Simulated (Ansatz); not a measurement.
BN in Ansatz: the effect of functional

BN, a sheet with vacuum:

```
CELL_PARAMETERS angstrom
2.51206 -0.00423 0.00000
-1.25237 2.17762 0.00000
0.00000 0.00000 23.90160
ATOMIC_POSITIONS crystal
B 0.99404 0.99457 0.31379
N 0.66071 0.32791 0.31379
```

The cell was built by a generator and needn't be a form met in nature.

Alike in all runs:

```yaml
Program: Ansatz 0.2.0
Task: work function
Potentials_or_basis: all-electron LAPW, scalar-relativistic
Basis_error_allowed: 0.002 eV/atom
k_mesh: 12 × 12 × 1
Occupations: fermi-dirac, width 0.05 eV
Spin: no spin polarisation
```

```tsv
functional	cutoff	gap on the mesh (eV)	work function (eV)
PBE	475 eV (chosen from the basis error)	?	?
LDA	477 eV (chosen from the basis error)	4.54	3.87
PBEsol	475 eV (chosen from the basis error)	4.62	3.61
```

Problem. What does the run with functional PBE give?

Solution. gap on the mesh 4.66 eV; work function 3.50 eV.

A k mesh can miss the band edges.
